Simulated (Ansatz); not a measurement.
# Ni3Ge: convergence and cost

This session on Ni3Ge sets out to sweep the k-point mesh on the displaced cell.

Computed with Ansatz 0.2.0 (DFT r2SCAN, scalar-relativistic, plane waves, PAW, unless a step's input says otherwise).

1 further run of the same task is left out (set aside as unsound or not needed). Runs told in other sessions of the task aren't counted.

## (1) The system as given

The structure is cubic, space group Pm-3m (No. 221). The conventional cell has a = 3.530 Å, b = 3.530 Å, c = 3.530 Å, α = 90.00°, β = 90.00°, γ = 90.00°. Ni (site symmetry 4/mmm) has 8 Ni at 2.50 Å and 4 Ge at 2.50 Å in its first shell of neighbours. Ge (site symmetry m-3m) has 12 Ni at 2.50 Å in its first shell of neighbours.

Coordinates:

```
CELL_PARAMETERS angstrom
3.53033 0.00000 0.00000
0.00000 3.53033 0.00000
0.00000 0.00000 3.53033
ATOMIC_POSITIONS crystal
Ni 0.50000 0.00000 0.50000
Ni 0.00000 0.50000 0.50000
Ni 0.50000 0.50000 0.00000
Ge 0.00000 0.00000 0.00000
```

The structure comes from the Materials Project (structure only); it is used as listed.

## (2) The base input

input.yaml

```yaml
crystal:
  lattice:
    - [3.5303341067, 0.0, 0.0]
    - [0.0, 3.5303341067, 0.0]
    - [0.0, 0.0, 3.5303341067]
  atoms:
    - { symbol: Ni, position: [0.5, 0.0, 0.5] }
    - { symbol: Ni, position: [0.0, 0.5, 0.5] }
    - { symbol: Ni, position: [0.5, 0.5, 0.0] }
    - { symbol: Ge, position: [0.0, 0.0, 0.0] }
basis:
  ecutwfc: 500
kpoints:
  mp_grid: { grid: [12, 12, 12] }
hamiltonian:
  xc: r2scan
scf:
  occupations: { method: gaussian, width: 0.1 }
output:
  forces: true
  stress: true
  eigenvalues: true
  populations: true
  write_density: true
  write_potential: true
  elf: true
  volumetric_format: npy
```

It was run beforehand and gave: -5459.9384 eV/atom at zero smearing, pressure 0.42 GPa, largest force 0.000 eV/Å, no gap on the mesh, in 9 SCF cycles and 12 s.

The runs on the displaced cell use a copy made earlier, with the atoms moved and the axes strained (about 1 %) at random, so that forces and shear stress do not vanish.

## (3) K-point mesh on the displaced cell: 1×1×1

input.yaml

```yaml
crystal:
  lattice:
    - [3.4921308755, 0.0330371922, 0.0133476459]
    - [0.0330371922, 3.5189143404, -0.0344976617]
    - [0.0133476459, -0.0344976617, 3.5199447481]
  atoms:
    - { symbol: Ni, position: [0.4739496166, 0.0232595574, 0.5124385135] }
    - { symbol: Ni, position: [-0.0224428142, 0.4625648026, 0.4958186937] }
    - { symbol: Ni, position: [0.4663278887, 0.5002115001, -0.0363427871] }
    - { symbol: Ge, position: [-0.003223385, 0.0275891387, -0.0046931609] }
basis:
  ecutwfc: 500
kpoints:
  mp_grid: { grid: [1, 1, 1] }
hamiltonian:
  xc: r2scan
scf:
  occupations: { method: gaussian, width: 0.1 }
output:
  forces: true
  stress: true
  eigenvalues: true
```

Launch:

```bash
ansatz run input.yaml --threads 1 --pin off --max-ram 2560MiB --backend cpu --events-out ev --progress --plain --runs-dir out
```

Further runs follow: K-point mesh on the displaced cell set to 2×2×2; K-point mesh on the displaced cell: 4×4×4; K-point mesh on the displaced cell: 6×6×6.

What results come out of these runs, taken together?

As calculated:

| quantity | value |
| --- | --- |
| k-point mesh on the displaced cell: within 10 and 1 meV/atom of 8×8×8 from | 4×4×4 for 10; 6×6×6 for 1 |

**Reading.** For the k-point mesh on the displaced cell, the energy stays within 1 meV/atom of the reference from 6×6×6 on, at about 0.45 of the reference's time. The reference is only the best run made, not a proven limit. The gaps on the coarsest meshes are artefacts of sampling: the crystal is a metal on the dense ones. The error changes sign along the series, since a k mesh isn't variational, and a metal needs dense meshes to resolve its Fermi surface. Forces stay within 0.01 eV/Å of the reference from 6×6×6 on. Spin polarisation is off in the runs that give these values; a magnetic solution could lie lower.
